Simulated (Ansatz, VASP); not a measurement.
Al2Cu in VASP and in Ansatz

INCAR

```
SYSTEM = Al2Cu
  PREC = Accurate
  ENCUT = 520
  EDIFF = 1E-6
  ISMEAR = 0
  SIGMA = 0.15
  LREAL = .FALSE.
  LASPH = .TRUE.
  NELM = 60
  ALGO = Fast
  ISIF = 2
  LWAVE = .FALSE.
  LCHARG = .TRUE.
  GGA = PS
  LELF = .TRUE.
  LVHAR = .TRUE.
  NBANDS = 16
```

The input KPOINTS:

```
regular mesh
0
G
  10 10 14
  0 0 0
```

File POSCAR:

```
Al2Cu
1.0
    4.2271551709      0.0000000000      0.0000000000
    0.0000000000      4.2271551709      0.0000000000
    0.0000000000      0.0000000000      2.6466817742
Al Cu
2 1
Direct
    0.5074638706      0.0000000000      0.5000000000
   -0.1089562558      0.5000000000      0.5000000000
    0.0430935180      0.0000000000      0.0000000000
```

Input for Ansatz:

```yaml
crystal:
  lattice:
    - [4.2271551709, 0.0, 0.0]
    - [0.0, 4.2271551709, 0.0]
    - [0.0, 0.0, 2.6466817742]
  atoms:
    - { symbol: Al, position: [0.5074638706, 0.0, 0.5] }
    - { symbol: Al, position: [-0.1089562558, 0.5, 0.5] }
    - { symbol: Cu, position: [0.043093518, 0.0, 0.0] }
basis:
  ecutwfc: 520.0
kpoints:
  mp_grid: { grid: [10, 10, 14] }
hamiltonian:
  xc: pbesol
  pseudopotentials: { kind: paw, azcp: { folder: soft_1 } }
scf:
  occupations: { method: gaussian, width: 0.15 }
output:
  forces: true
  stress: true
  eigenvalues: true
```

Change from the starting cell: mode 4 frozen in at -0.445 Å, strain +e along z and -e/2 along x and y -0.0700.

Alike in both runs: task single point; functional PBEsol; k mesh 10 × 10 × 14; occupations gaussian, width 0.15 eV; no spin polarisation.

|  | VASP | Ansatz |
| --- | --- | --- |
| version | VASP 6.6.1 | Ansatz 0.2.0 |
| potentials or method | VASP PAW PBE potentials, release 64 (Al, Cu) | scalar-relativistic, plane waves, PAW |
| plane-wave cutoff (eV) | 520 | 520 |
| valence electrons in the cell | 17 | 25 |

```csv
,VASP,Ansatz,Ansatz less VASP
gap on the k mesh at the Fermi level (eV),none,none,-
pressure (GPa),4.6,3.9,-0.69
largest component of the traceless stress (GPa),5.34,5.32,-0.020
rms of the force components (eV/Å),0.446,0.449,+0.0024
```

Atom by atom the forces differ by 0.003 eV/Å (rms over components). A gap of «none» marks a metal or a gap that the smearing closes. The two sets of potentials don't hold the same shells in valence. Ansatz warned: «pseudo_functional_mismatch».

Caveats: the PAW data sets were made with another functional, which shifts forces and pressure a little (VASP).
